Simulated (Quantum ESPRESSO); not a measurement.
# Ag (P6_3/mmc) in Quantum ESPRESSO: reference runs

How does Ag come out in PBEsol? The cell is run as given, then over a range of volumes.

Everything below comes from runs of Quantum ESPRESSO 7.5. Logs are shortened: lines on timing, memory, paths and dates and some standing lists are left out, and cuts for length are marked.

### Step 1. The structure

It takes space group P6_3/mmc (No. 194, hexagonal). Conventional cell: a = 2.886 Å, b = 2.886 Å, c = 10.000 Å, α = 90.00°, β = 90.00°, γ = 120.00°. Ag (site symmetry -3m) is surrounded by 12 Ag at 2.89 to 3.00 Å. Around Ag (site symmetry -6m2) lie 12 Ag at 2.89 to 3.00 Å.

This isn't the form of Ag at room conditions, which is fcc.

### Step 2. Single point, PBEsol

pw.in

```
&CONTROL
  calculation = 'scf'
  prefix = 'pwscf'
  outdir = './tmp'
  pseudo_dir = './pseudo'
  tprnfor = .true.
  tstress = .true.
  disk_io = 'low'
/
&SYSTEM
  ibrav = 0
  celldm(1) = 8
  nat = 4
  ntyp = 1
  ecutwfc = 56
  ecutrho = 448
  nbnd = 50
  occupations = 'smearing'
  smearing = 'fd'
  degauss = 0.00367493
/
&ELECTRONS
  conv_thr = 8d-10
  electron_maxstep = 120
  mixing_beta = 0.5
/
ATOMIC_SPECIES
Ag   107.8682 ag_pbesol_v1.4.uspp.F.UPF
CELL_PARAMETERS alat
  0.6817659426119   0.0000000000000   0.0000000000000
 -0.3408829713059   0.5904266257363   0.0000000000000
  0.0000000000000   0.0000000000000   2.3621576557822
ATOMIC_POSITIONS crystal
Ag     0.0000000000    0.0000000000    0.5000000000
Ag     0.0000000000    0.0000000000    0.0000000000
Ag     0.6666666667    0.3333333333    0.7500000000
Ag     0.3333333333    0.6666666667    0.2500000000
K_POINTS automatic
11 11 3 0 0 0
```

pp_density.in

```
&INPUTPP
  prefix = 'pwscf'
  outdir = './tmp'
  filplot = 'density.dat'
  plot_num = 0
/
&PLOT
  nfile = 1
  filepp(1) = 'density.dat'
  iflag = 3
  output_format = 6
  fileout = 'density.cube'
/
```

pp_potential.in

```
&INPUTPP
  prefix = 'pwscf'
  outdir = './tmp'
  filplot = 'potential.dat'
  plot_num = 11
/
&PLOT
  nfile = 1
  filepp(1) = 'potential.dat'
  iflag = 3
  output_format = 6
  fileout = 'potential.cube'
/
```

Potentials or basis: GBRV 1.5 PBEsol.

Started as:

```console
$ OMP_NUM_THREADS=1 mpirun -n 2 pw.x -nk 2 -in pw.in > pw.out
$ OMP_NUM_THREADS=1 mpirun -n 1 pp.x -in pp_density.in > pp_density.out
$ OMP_NUM_THREADS=1 mpirun -n 1 pp.x -in pp_potential.in > pp_potential.out
```

pw.out:

```text
This program is part of the open-source Quantum ESPRESSO suite
     for quantum simulation of materials; please cite
         "P. Giannozzi et al., J. Phys.:Condens. Matter 21 395502 (2009);
         "P. Giannozzi et al., J. Phys.:Condens. Matter 29 465901 (2017);
         "P. Giannozzi et al., J. Chem. Phys. 152 154105 (2020);
     in publications or presentations arising from this work. More details at

     Message from routine setup:
     using ibrav=0 with symmetry is DISCOURAGED, use correct ibrav instead

     K-points division:     npool     =       2
     Subspace diagonalization in iterative solution of the eigenvalue problem:
     a serial algorithm will be used

     G-vector sticks info
     --------------------
     sticks:   dense  smooth     PW     G-vecs:    dense   smooth      PW
     Sum         925     451    139                78067    27469    4555

     Using Slab Decomposition

     bravais-lattice index     =            0
     lattice parameter (alat)  =       8.0000  a.u.
     unit-cell volume          =     486.8331 (a.u.)^3
     number of atoms/cell      =            4
     number of atomic types    =            1
     number of electrons       =        76.00
     number of Kohn-Sham states=           50
     kinetic-energy cutoff     =      56.0000  Ry
     charge density cutoff     =     448.0000  Ry
     scf convergence threshold =      8.0E-10
     mixing beta               =       0.5000
     number of iterations used =            8  plain     mixing
     Exchange-correlation= SLA  PW   PSX  PSC
                           (   1   4  10   8   0   0   0)

     celldm(1)=   8.000000  celldm(2)=   0.000000  celldm(3)=   0.000000
     celldm(4)=   0.000000  celldm(5)=   0.000000  celldm(6)=   0.000000

     crystal axes: (cart. coord. in units of alat)
               a(1) = (   0.681766   0.000000   0.000000 )
               a(2) = (  -0.340883   0.590427   0.000000 )
               a(3) = (   0.000000   0.000000   2.362158 )

     reciprocal axes: (cart. coord. in units 2 pi/alat)
               b(1) = (  1.466779  0.846845 -0.000000 )
               b(2) = (  0.000000  1.693691  0.000000 )
               b(3) = (  0.000000 -0.000000  0.423342 )

     PseudoPot. # 1 for Ag read from file:
     ag_pbesol_v1.4.uspp.F.UPF
     Pseudo is Ultrasoft + core correction, Zval = 19.0
     Generated by new atomic code, or converted to UPF format
     Using radial grid of  887 points,  6 beta functions with:
                l(1) =   0
                l(2) =   0
                l(3) =   1
                l(4) =   1
                l(5) =   2
                l(6) =   2
     Q(r) pseudized with  6 coefficients,  rinner =    1.300   1.300   1.300
                                                       1.300   1.300

     atomic species   valence    mass     pseudopotential
     Ag               19.00   107.86820     Ag( 1.00)

     24 Sym. Ops., with inversion, found (12 have fractional translation)

   Cartesian axes

     site n.     atom                  positions (alat units)
         1        Ag     tau(   1) = (   0.0000000   0.0000000   1.1810788  )
         2        Ag     tau(   2) = (   0.0000000   0.0000000   0.0000000  )
         3        Ag     tau(   3) = (   0.3408830   0.1968089   1.7716182  )
         4        Ag     tau(   4) = (  -0.0000000   0.3936178   0.5905394  )

     number of k points=    32  Fermi-Dirac smearing, width (Ry)=  0.0037
                       cart. coord. in units 2pi/alat
        k(    1) = (   0.0000000   0.0000000   0.0000000), wk =   0.0055096
        k(    2) = (   0.0000000   0.0000000   0.1411139), wk =   0.0110193
        k(    3) = (   0.0000000   0.1539719   0.0000000), wk =   0.0330579
        k(    4) = (   0.0000000   0.1539719   0.1411139), wk =   0.0661157
        k(    5) = (   0.0000000   0.3079437   0.0000000), wk =   0.0330579
        k(    6) = (   0.0000000   0.3079437   0.1411139), wk =   0.0661157
[... 24 lines left out ...]
        k(   31) = (   0.4000306   0.8468453   0.0000000), wk =   0.0330579
        k(   32) = (   0.4000306   0.8468453   0.1411139), wk =   0.0661157

     Dense  grid:    78067 G-vectors     FFT dimensions: (  40,  40, 128)

     Smooth grid:    27469 G-vectors     FFT dimensions: (  25,  25,  96)

     Initial potential from superposition of free atoms

     starting charge      73.9998, renormalised to      76.0000
     Starting wfcs are   52 randomized atomic wfcs

     Self-consistent Calculation

     iteration #  1     ecut=    56.00 Ry     beta= 0.50
     Davidson diagonalization with overlap
     ethr =  1.00E-02,  avg # of iterations =  4.4

     total energy              =   -1180.37747494 Ry
     estimated scf accuracy    <       5.06903204 Ry

     iteration #  2     ecut=    56.00 Ry     beta= 0.50
     Davidson diagonalization with overlap
     ethr =  6.67E-03,  avg # of iterations =  2.0

     total energy              =   -1182.01083291 Ry
     estimated scf accuracy    <       1.10877632 Ry

     iteration #  3     ecut=    56.00 Ry     beta= 0.50
     Davidson diagonalization with overlap
     ethr =  1.46E-03,  avg # of iterations =  2.1

     total energy              =   -1182.19610251 Ry
     estimated scf accuracy    <       0.00729782 Ry

     iteration #  4     ecut=    56.00 Ry     beta= 0.50
     Davidson diagonalization with overlap
     c_bands:  1 eigenvalues not converged
     ethr =  9.60E-06,  avg # of iterations =  6.0

     total energy              =   -1182.19837428 Ry
     estimated scf accuracy    <       0.00149852 Ry

     iteration #  5     ecut=    56.00 Ry     beta= 0.50
     Davidson diagonalization with overlap
     ethr =  1.97E-06,  avg # of iterations =  2.8

     total energy              =   -1182.19884773 Ry
     estimated scf accuracy    <       0.00015774 Ry

     iteration #  6     ecut=    56.00 Ry     beta= 0.50
     Davidson diagonalization with overlap
     ethr =  2.08E-07,  avg # of iterations =  1.0

     total energy              =   -1182.19879181 Ry
     estimated scf accuracy    <       0.00012385 Ry

     iteration #  7     ecut=    56.00 Ry     beta= 0.50
     Davidson diagonalization with overlap
     ethr =  1.63E-07,  avg # of iterations =  2.0

     total energy              =   -1182.19881335 Ry
     estimated scf accuracy    <       0.00000038 Ry

     iteration #  8     ecut=    56.00 Ry     beta= 0.50
     Davidson diagonalization with overlap
     ethr =  4.96E-10,  avg # of iterations =  2.0

     total energy              =   -1182.19881342 Ry
     estimated scf accuracy    <          4.5E-09 Ry

     iteration #  9     ecut=    56.00 Ry     beta= 0.50
     Davidson diagonalization with overlap
     ethr =  5.95E-12,  avg # of iterations =  2.0

     End of self-consistent calculation

          k = 0.0000 0.0000 0.0000 (  3513 PWs)   bands (ev):

   -75.8038 -75.7993 -75.7988 -75.7942 -39.3306 -39.2772 -39.2771 -39.2425
   -39.2425 -39.2362 -39.2362 -39.2352 -39.2352 -39.2288 -39.2288 -39.2232
     8.4954   9.6870   9.6884   9.8204  11.1554  11.3940  11.3940  11.4250
    11.4250  11.5050  11.5096  11.5289  11.5289  11.5706  11.5706  12.2691
    12.2691  12.5508  12.5508  12.6642  12.6642  12.9799  12.9799  15.2414
    18.4750  25.4284  25.4351  31.7626  31.9288  32.8818  33.0684  33.6131
    34.3877  34.3877

          k = 0.0000 0.0000 0.1411 (  3465 PWs)   bands (ev):

   -75.8032 -75.8014 -75.7966 -75.7948 -39.3235 -39.3040 -39.2501 -39.2416
   -39.2416 -39.2391 -39.2391 -39.2322 -39.2322 -39.2303 -39.2297 -39.2297
     8.6791   9.1709   9.8414   9.8593  11.1369  11.1517  11.4153  11.4153
    11.4385  11.4385  11.5125  11.5125  11.5413  11.5413  12.3210  12.3210
    12.4410  12.4410  12.5842  12.7881  12.7881  12.9252  12.9252  14.1444
    19.9116  22.5112  28.4052  30.9442  32.0368  32.2578  33.3036  33.4479
    34.5663  34.5663

          k = 0.0000 0.1540 0.0000 (  3471 PWs)   bands (ev):

   -75.8027 -75.7983 -75.7978 -75.7934 -39.3275 -39.2779 -39.2777 -39.2525
   -39.2455 -39.2444 -39.2435 -39.2388 -39.2387 -39.2377 -39.2309 -39.2239
     8.7261   9.8901   9.8908   9.9673  11.1912  11.2417  11.3344  11.3356
    11.3630  11.5013  11.5084  11.5287  11.6355  11.6462  11.6812  12.1661
    12.1993  12.5241  12.5544  12.6478  12.7898  12.8181  12.9901  15.8995
    18.5270  25.6157  25.6205  31.1313  31.7234  31.9757  32.8166  33.0333
    33.0556  33.2343

          k = 0.0000 0.1540 0.1411 (  3469 PWs)   bands (ev):

   -75.8021 -75.8004 -75.7958 -75.7940 -39.3209 -39.3026 -39.2541 -39.2511
   -39.2484 -39.2445 -39.2419 -39.2412 -39.2384 -39.2345 -39.2319 -39.2295
     8.9057   9.3876   9.9936  10.0317  11.1053  11.1453  11.3413  11.4023
    11.4493  11.5146  11.5298  11.5507  11.6199  11.6467  11.9777  12.2674
    12.2772  12.3589  12.4156  12.5358  12.7914  12.9346  13.4530  14.7696
    20.0581  22.6873  28.6151  31.1460  31.3003  31.5462  32.4874  32.8033
    33.2155  33.6289

          k = 0.0000 0.3079 0.0000 (  3471 PWs)   bands (ev):

   -75.7997 -75.7958 -75.7953 -75.7914 -39.3189 -39.2876 -39.2874 -39.2782
   -39.2672 -39.2586 -39.2572 -39.2533 -39.2455 -39.2445 -39.2367 -39.2263
     9.3526  10.2433  10.3354  10.3795  10.9235  11.0307  11.1564  11.2559
    11.2932  11.5127  11.7333  11.7751  11.8140  11.8143  11.9732  11.9882
    12.0525  12.0786  12.5487  12.6192  13.0112  13.1911  13.2001  17.2543
    18.7231  26.1362  26.1475  27.9687  29.4487  29.4604  31.0400  32.5802
    32.6547  32.8986
[... 241 lines left out ...]
          k = 0.4000 0.6929 0.1411 (  3431 PWs)   bands (ev):

   -75.7875 -75.7871 -75.7859 -75.7855 -39.3459 -39.3444 -39.3431 -39.3384
   -39.3084 -39.3063 -39.2983 -39.2957 -39.2672 -39.2600 -39.2480 -39.2465
    10.4736  10.5177  10.6165  10.7619  10.9055  10.9160  11.0133  11.1252
    11.4140  11.4968  11.6456  11.6948  11.9305  11.9434  12.2762  12.3713
    12.6391  12.8745  13.1261  13.1380  16.6311  17.0744  19.1169  20.5129
    21.4248  21.5178  22.0309  22.0866  24.1496  24.3870  24.9805  25.8792
    26.0904  27.3906

          k = 0.4000 0.8468 0.0000 (  3432 PWs)   bands (ev):

   -75.7865 -75.7862 -75.7857 -75.7854 -39.3459 -39.3423 -39.3370 -39.3349
   -39.3189 -39.3175 -39.3127 -39.3031 -39.2634 -39.2552 -39.2513 -39.2497
    10.4817  10.5886  10.7556  10.7787  10.8307  10.9773  11.1035  11.1522
    11.1974  11.3932  11.6010  11.7940  11.8896  12.1344  12.3012  12.5004
    12.7118  12.8492  12.9469  12.9850  18.5088  18.6763  19.5798  19.6828
    20.7968  20.8395  21.0745  22.6508  22.7628  24.4698  25.0008  25.0820
    26.1061  27.1730

          k = 0.4000 0.8468 0.1411 (  3438 PWs)   bands (ev):

   -75.7864 -75.7863 -75.7856 -75.7854 -39.3451 -39.3435 -39.3359 -39.3353
   -39.3192 -39.3182 -39.3104 -39.3055 -39.2607 -39.2564 -39.2512 -39.2506
    10.5028  10.5404  10.7675  10.7715  10.8364  10.9170  11.1046  11.1525
    11.4037  11.4428  11.5403  11.6825  11.9371  12.0458  12.3136  12.3938
    12.7818  12.8862  12.9675  12.9902  18.6507  18.7582  19.2707  19.2851
    21.0124  21.3192  21.7276  21.9398  23.2386  23.3373  24.1739  25.5421
    27.1084  27.2615

     the Fermi energy is    15.9739 ev

!    total energy              =   -1182.19881342 Ry
     estimated scf accuracy    <          4.9E-10 Ry
     smearing contrib. (-TS)   =      -0.00108784 Ry
     internal energy E=F+TS    =   -1182.19772558 Ry

     The total energy is F=E-TS. E is the sum of the following terms:
     one-electron contribution =    -522.99037353 Ry
     hartree contribution      =     296.62523784 Ry
     xc contribution           =    -114.68738909 Ry
     ewald contribution        =    -841.14520080 Ry

     convergence has been achieved in   9 iterations

     Forces acting on atoms (cartesian axes, Ry/au):

     atom    1 type  1   force =     0.00000000    0.00000000    0.00000000
     atom    2 type  1   force =     0.00000000    0.00000000    0.00000000
     atom    3 type  1   force =     0.00000000    0.00000000    0.00000000
     atom    4 type  1   force =     0.00000000   -0.00000000   -0.00000000

     Total force =     0.000000     Total SCF correction =     0.000000

     Computing stress (Cartesian axis) and pressure

          total   stress  (Ry/bohr**3)                   (kbar)     P=      -74.83
  -0.00043164   0.00000000   0.00000000          -63.50        0.00        0.00
   0.00000000  -0.00043164   0.00000000            0.00      -63.50        0.00
   0.00000000   0.00000000  -0.00066277            0.00        0.00      -97.50

=------------------------------------------------------------------------------=
   JOB DONE.
=------------------------------------------------------------------------------=
```

It took 30 s on 2 MPI ranks of Intel Xeon 6975P-C (Granite Rapids), shared host; peak memory 0.48 GiB.

What came out:

```
Free energy            : -16084.6343 eV
Pressure               : -7.5 GPa
Band gap on the k mesh : none (metal or under the smearing width)
```

Levels at points of the mesh, in eV from the Fermi level:
```tsv
k point	band 34	band 35	band 36	band 37	band 38	band 39	band 40	band 41	band 42	band 43
(0.00, 0.00, 0.00)	-3.42	-3.42	-3.31	-3.31	-2.99	-2.99	-0.73	2.50	9.45	9.46
```

### Step 3. Single point, PBEsol, 16.95 Å³/atom

pw.in, as its differences from that of step 2:

```diff
@@ -5,5 +5,4 @@
   pseudo_dir = './pseudo'
-  tprnfor = .true.
   tstress = .true.
-  disk_io = 'low'
+  disk_io = 'nowf'
 /
@@ -11,3 +10,2 @@
   ibrav = 0
-  celldm(1) = 8
   nat = 4
@@ -28,6 +26,6 @@
 Ag   107.8682 ag_pbesol_v1.4.uspp.F.UPF
-CELL_PARAMETERS alat
-  0.6817659426119   0.0000000000000   0.0000000000000
- -0.3408829713059   0.5904266257363   0.0000000000000
-  0.0000000000000   0.0000000000000   2.3621576557822
+CELL_PARAMETERS angstrom
+   2.8272814270    0.0000000000    0.0000000000
+  -1.4136407135    2.4484975394    0.0000000000
+   0.0000000000    0.0000000000    9.7958610872
 ATOMIC_POSITIONS crystal
```

Potentials or basis: GBRV 1.5 PBEsol.

Started as:

```console
$ OMP_NUM_THREADS=1 mpirun -n 2 pw.x -nk 2 -in pw.in > pw.out
```

Wall time 27 s (2 MPI ranks of Intel Xeon 6975P-C (Granite Rapids), shared host); peak memory 0.44 GiB.

Results (log left out):

| Item | Value |
| --- | --- |
| Free energy | -16084.7515 eV |
| Pressure | -1.8 GPa |
| Band gap on the k mesh | none (metal or under the smearing width) |

(Part 1 of 2 ends here.)
